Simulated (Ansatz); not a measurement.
**Mg₃Sb₂: vacancy hop by nudged elastic band (Ansatz)**

Input:

```yaml
crystal:
  lattice:
    - [9.23364038, 1.38e-06, 0.0]
    - [-4.61682, 7.99656725, 0.0]
    - [0.0, 0.0, 7.299048]
  atoms:
    - { symbol: Mg, position: [0.16476269, 0.33304632, 0.6341516] }
    - { symbol: Mg, position: [0.33792421, 0.17100563, 0.37585378] }
    - { symbol: Sb, position: [0.16842041, 0.33557549, 0.2343698] }
    - { symbol: Sb, position: [0.33534834, 0.16770216, 0.7668964] }
    - { symbol: Mg, position: [0.00158322, 0.00171551, 0.00124913] }
    - { symbol: Mg, position: [0.16525587, 0.83539783, 0.63473768] }
    - { symbol: Mg, position: [0.33223679, 0.66587649, 0.36570845] }
    - { symbol: Sb, position: [0.16563788, 0.83430012, 0.23316147] }
    - { symbol: Sb, position: [0.33129155, 0.66601603, 0.76624408] }
    - { symbol: Mg, position: [0.00320071, 0.50368853, -0.00057707] }
    - { symbol: Mg, position: [0.66553985, 0.33534648, 0.62892603] }
    - { symbol: Mg, position: [0.83089305, 0.16814023, 0.36748621] }
    - { symbol: Sb, position: [0.66288545, 0.33143588, 0.23989138] }
    - { symbol: Sb, position: [0.83185206, 0.1673706, 0.76435033] }
    - { symbol: Mg, position: [0.50097425, -0.00324971, 0.00125999] }
    - { symbol: Mg, position: [0.83585156, 0.66616434, 0.36503026] }
    - { symbol: Sb, position: [0.66798276, 0.83550552, 0.22900702] }
    - { symbol: Sb, position: [0.83567192, 0.66844876, 0.76909287] }
    - { symbol: Mg, position: [0.50059278, 0.50013572, 0.00145029] }
kpoints:
  mp_grid: { grid: [2, 2, 2] }
magnetization:
  spin_polarized: false
scf:
  occupations: { method: fermi_dirac, width: 0.1 }
hamiltonian:
  pseudopotentials: { kind: paw }
  xc: pbe
basis:
  ecutwfc: 420
neb:
  images: 3
  relax_end_points: true
  climbing: true
  f_tol: 0.1
  max_iterations: 40
  order_check: false
  final_atoms:
    - { symbol: Mg, position: [0.16476269, 0.33304632, 0.6341516] }
    - { symbol: Mg, position: [0.33792421, 0.17100563, 0.37585378] }
    - { symbol: Sb, position: [0.16842041, 0.33557549, 0.2343698] }
    - { symbol: Sb, position: [0.33534834, 0.16770216, 0.7668964] }
    - { symbol: Mg, position: [-0.33443669, -0.16680206, -0.3684754] }
    - { symbol: Mg, position: [0.16525587, 0.83539783, 0.63473768] }
    - { symbol: Mg, position: [0.33223679, 0.66587649, 0.36570845] }
    - { symbol: Sb, position: [0.16563788, 0.83430012, 0.23316147] }
    - { symbol: Sb, position: [0.33129155, 0.66601603, 0.76624408] }
    - { symbol: Mg, position: [0.00320071, 0.50368853, -0.00057707] }
    - { symbol: Mg, position: [0.66553985, 0.33534648, 0.62892603] }
    - { symbol: Mg, position: [0.83089305, 0.16814023, 0.36748621] }
    - { symbol: Sb, position: [0.66288545, 0.33143588, 0.23989138] }
    - { symbol: Sb, position: [0.83185206, 0.1673706, 0.76435033] }
    - { symbol: Mg, position: [0.50097425, -0.00324971, 0.00125999] }
    - { symbol: Mg, position: [0.83585156, 0.66616434, 0.36503026] }
    - { symbol: Sb, position: [0.66798276, 0.83550552, 0.22900702] }
    - { symbol: Sb, position: [0.83567192, 0.66844876, 0.76909287] }
    - { symbol: Mg, position: [0.50059278, 0.50013572, 0.00145029] }
```

The command:

```bash
ansatz run input.yaml --threads 4 --pin off --max-ram 8192MiB --backend cpu --events-out ev --progress --plain --runs-dir out
```

Origin of the cell: a database entry, scaled a little.

The cell is 2×2×1 cells of Mg3Sb2 with one Mg taken out; atom 5 (Mg) hops into the empty site, 3.81 Å away before the end points are relaxed. All atoms were shaken by about 0.02 Å first.

Output (shortened):

```
SCF iter   1: F=—  HF=-73043.046658 eV  Δρ=1.93e-3  dr2=9.47e-2  defer=36
SCF iter   2: F=—  HF=-73043.029922 eV  Δρ=6.60e-4  dr2=8.74e-3  defer=56
SCF iter   3: F=—  HF=-73043.028827 eV  Δρ=3.65e-4  dr2=2.90e-3  defer=56
[… 2 lines left out …]
SCF iter   6: F=—  HF=-73043.028221 eV  Δρ=2.25e-5  dr2=7.44e-6  defer=56
SCF iter   7: F=—  HF=-73043.028219 eV  Δρ=6.41e-6  dr2=5.89e-7  defer=56
SCF iter   8: F=-73043.028219 eV  HF=-73043.028219 eV  Δρ=2.42e-6  dr2=6.26e-8
NEB iter   1: max|band force component| = 3.470e0 eV/Å  barrier→ = 1.6442 eV  barrier← = 1.7260 eV  Δτ_max = 0.2000 Å  (44 SCF iters)
NEB iter   2: max|band force component| = 1.009e0 eV/Å  barrier→ = 0.5075 eV  barrier← = 0.5893 eV  Δτ_max = 0.1992 Å  (25 SCF iters)
NEB iter   3: max|band force component| = 3.297e-1 eV/Å  barrier→ = 0.2328 eV  barrier← = 0.3146 eV  CI = image 2  Δτ_max = 0.2000 Å  (23 SCF iters)
NEB iter   4: max|band force component| = 2.616e-1 eV/Å  barrier→ = 0.2071 eV  barrier← = 0.2889 eV  CI = image 2  Δτ_max = 0.1963 Å  (25 SCF iters)
NEB iter   5: max|band force component| = 2.162e-1 eV/Å  barrier→ = 0.1815 eV  barrier← = 0.2633 eV  CI = image 2  Δτ_max = 0.1074 Å  (23 SCF iters)
NEB iter   6: max|band force component| = 9.297e-2 eV/Å  barrier→ = 0.1596 eV  barrier← = 0.2413 eV  CI = image 2  Δτ_max = 0.1617 Å  (22 SCF iters)
NEB iter   7: max|band force component| = 4.712e-1 eV/Å  barrier→ = 0.1400 eV  barrier← = 0.2218 eV  CI = image 2  Δτ_max = 0.1184 Å  (8 SCF iters)
NEB iter   8: max|band force component| = 9.668e-2 eV/Å  barrier→ = 0.1362 eV  barrier← = 0.2180 eV  CI = image 2  Δτ_max = 0.0000 Å  (20 SCF iters)
--- NEB band (5 images, 8 band iterations, 190 SCF iterations, 48 more in tests of the images' electronic states and relaxations of end points) ---
  forward barrier  = 0.136237 eV
  backward barrier = 0.218024 eV
  lagrangian_above_aufbau_ev (what the smearing adds, to first order; not taken off the barriers): saddle image -0.161257 eV, end points -0.162401 and -0.172476 eV
  climbing image's point = of an order that was not read
  energies are F+E_penalty+E_count in eV, relative to image 0
  image     s (Å)  Δ vs image 0  max|band force component| (eV/Å)
      0    0.0000      0.000000                                 —
      1    1.0667      0.048292                          4.615e-2
  *   2    2.1334      0.136237                          3.861e-2
      3    3.5586      0.029393                          9.668e-2
      4    4.9839     -0.081787                                 —
```

The converged band:

```json
{"image": "0", "path over all atoms (Å)": "0.00", "ΔF (eV)": "0.000", "Mg x": "0.01", "y": "0.01", "z (Å)": "-0.01"}
{"image": "1", "path over all atoms (Å)": "1.07", "ΔF (eV)": "0.048", "Mg x": "-0.37", "y": "-0.21", "z (Å)": "-0.53"}
{"image": "2", "path over all atoms (Å)": "2.13", "ΔF (eV)": "0.136", "Mg x": "-1.13", "y": "-0.65", "z (Å)": "-0.97"}
{"image": "3", "path over all atoms (Å)": "3.56", "ΔF (eV)": "0.029", "Mg x": "-2.03", "y": "-1.16", "z (Å)": "-1.32"}
{"image": "4", "path over all atoms (Å)": "4.98", "ΔF (eV)": "-0.082", "Mg x": "-2.29", "y": "-1.32", "z (Å)": "-2.62"}
```

Highest image (2), forces in eV/Å:

```xyz
19
Lattice="9.234 0.000 0.000 -4.617 7.997 0.000 0.000 0.000 7.299" Properties=species:S:1:pos:R:3:forces:R:3 pbc="T T T" image=2
Mg   -0.083    2.857    4.657    0.003    0.003   -0.010
Mg    2.023    1.176    2.599    0.000    0.000    0.010
Sb   -0.044    2.905    1.714   -0.004    0.006    0.001
Sb    1.984    1.154    5.652   -0.001   -0.001   -0.003
Mg   -1.132   -0.646   -0.970   -0.004   -0.003    0.007
Mg   -2.191    6.509    4.657    0.004    0.001   -0.010
Mg    0.340    5.536    2.820    0.004    0.002    0.001
Sb   -2.130    6.518    1.714    0.003   -0.007    0.000
Sb    0.327    5.528    5.707   -0.011   -0.006    0.005
Mg   -2.100    4.126   -0.128    0.039    0.022    0.012
Mg    4.225    2.447    4.476    0.006    0.003   -0.001
Mg    6.885    1.440    2.651   -0.008   -0.002   -0.006
Sb    4.413    2.556    1.577    0.003    0.002    0.026
Sb    6.712    1.638    5.556   -0.005   -0.017    0.001
Mg    4.536    0.041   -0.007    0.001   -0.006   -0.005
Mg    4.682    5.255    2.651   -0.006   -0.006   -0.006
Sb    2.534    6.802    1.631   -0.002   -0.001   -0.017
Sb    4.768    5.006    5.556   -0.017    0.004    0.001
Mg    2.297    3.920   -0.007   -0.004    0.004   -0.005
```

Barrier of this path: 0.14 eV forwards, 0.22 eV backwards, after 8 band iterations.

Caveats: no spin-orbit coupling, though heavy elements are present; the k mesh is coarse if the cell is a metal; a small cell with a neutral vacancy and no spin, whose shape can make like sites unlike; the cell is held at a rescaled volume, and strain moves barriers; the hop was drawn among near neighbours and need not be the easiest path; few images and a loose tolerance, and neither the top nor the ends were tested for their order.

The run took 5.6 min on 4 threads of Arm Neoverse V2 (shared host), peak memory 2.8 GiB, from the program's own first density.
